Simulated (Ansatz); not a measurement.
# BeTe: properties at the relaxed cell

An exercise on one series of results from a longer session: the logs are not shown, and one member is left open.

The COD entry's cell or inner coordinates are ideal or old and differ from later refinements, so a difference from it is no clean test against experiment.

Program: Ansatz 0.2.0. Level of theory: DFT PBE, scalar-relativistic, plane waves, PAW. These are calculated values, not measurements.

1 further run of the same task is left out (set aside as unsound or not needed).

## The system as given

Symmetry: F-43m, No. 216, cubic system. The conventional cell has a = 5.664 Å, b = 5.664 Å, c = 5.664 Å, α = 90.00°, β = 90.00°, γ = 90.00°. Around Be (site symmetry -43m) lie 4 Te at 2.45 Å. Te (site symmetry -43m) has 4 Be at 2.45 Å as nearest neighbours.

Coordinates:

```cif
data_structure
_symmetry_space_group_name_H-M 'P 1'
_symmetry_Int_Tables_number 1
_cell_length_a 4.0049
_cell_length_b 4.0049
_cell_length_c 4.0049
_cell_angle_alpha 60.000
_cell_angle_beta 60.000
_cell_angle_gamma 60.000
_cell_volume 45.42
loop_
_atom_site_label
_atom_site_type_symbol
_atom_site_fract_x
_atom_site_fract_y
_atom_site_fract_z
_atom_site_occupancy
Be1 Be 0.00000 0.00000 0.00000 1
Te1 Te 0.25000 0.25000 0.25000 1
```

It is the result of an earlier relaxation at this level (volume 22.71 Å³/atom; gap on the mesh: 2.03 eV).

The first run:

input.yaml reads:

```yaml
crystal:
  lattice:
    - [0.0, 2.8318743937, 2.8318743937]
    - [2.8318743937, 0.0, 2.8318743937]
    - [2.8318743937, 2.8318743937, 0.0]
  atoms:
    - { symbol: Be, position: [0.0, 0.0, 0.0] }
    - { symbol: Te, position: [0.25, 0.25, 0.25] }
basis:
  ecutwfc: 420
kpoints:
  mp_grid: { grid: [8, 8, 8] }
  band_path:
    path:
      - [[0.0, 0.0, 0.0], [-0.5, -0.5, 0.0], [-0.375, -0.375, 0.25]]
      - [[-0.375, 0.0, 0.375], [0.0, 0.0, 0.0], [0.0, 0.0, 0.5], [-0.5, -0.25, 0.25], [-0.5, -0.5, 0.0]]
    npoints: 14
hamiltonian:
  xc: pbe
scf:
  occupations: { method: gaussian, width: 0.02 }
  n_extra_bands: 6
output:
  forces: true
  stress: true
  eigenvalues: true
  populations: true
  dos: { projected: true, de: 0.02, nscf_kmesh: { grid: [12, 12, 12] } }
  bader: true
  write_density: true
  write_potential: true
  elf: true
  volumetric_format: npy
```

On the command line:

```
> ansatz run input.yaml --threads 1 --pin off --max-ram 2560MiB --backend cpu --events-out ev --progress --plain --runs-dir out
```

Steps of the session up to this table: Electronic structure at the relaxed geometry; Relaxing with PBEsol; Relaxing with LDA; The cell under PBE+D3(BJ).

One of the session's tables, all rows but one given; the rest of the session is left out.

It belongs to the step «One structure, several functionals». 

```
functional  a (Å)  b (Å)  c (Å)  volume (Å³/atom)  gap on the mesh (eV)
       PBE  4.005  4.005  4.005             22.71                  2.03
    PBEsol  3.964  3.964  3.964             22.02                  1.84
       LDA      ?      ?      ?                 ?                     ?
PBE+D3(BJ)  3.947  3.947  3.947             21.73                  1.92
```

Estimate the missing values for LDA.

As computed: a (Å): 3.928; b (Å): 3.928; c (Å): 3.928; volume (Å³/atom): 21.43; gap on the mesh (eV): 1.79. In the column «a (Å)» it is the lowest.
